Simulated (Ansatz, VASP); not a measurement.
**Cu in VASP and in Ansatz**

```
CELL_PARAMETERS angstrom
0.00000 1.80750 1.80750
1.80750 0.00000 1.80750
1.80750 1.80750 0.00000
ATOMIC_POSITIONS crystal
Cu 0.00000 0.00000 0.00000
```

Alike in both runs: functional PBE; k mesh 13 × 13 × 13; no spin polarisation.

```csv
,VASP,Ansatz
version,VASP 6.6.1,Ansatz 0.2.0
potentials or method,"VASP PAW PBE potentials, release 64 (Cu)",SSSP precision PAW
plane-wave cutoff (eV),520,1225
occupations,"methfessel-paxton of order 1, width 0.1 eV","cold, width 0.1 eV"
valence electrons in the cell,11,11
task,single point,atomic charges
```

|  | VASP | Ansatz | Ansatz less VASP |
| --- | --- | --- | --- |
| gap on the k mesh at the Fermi level (eV) | none | none | - |
| pressure (GPa) | 2.2 | 1.7 | -0.47 |

A gap of «none» marks a metal or a gap that the smearing closes.
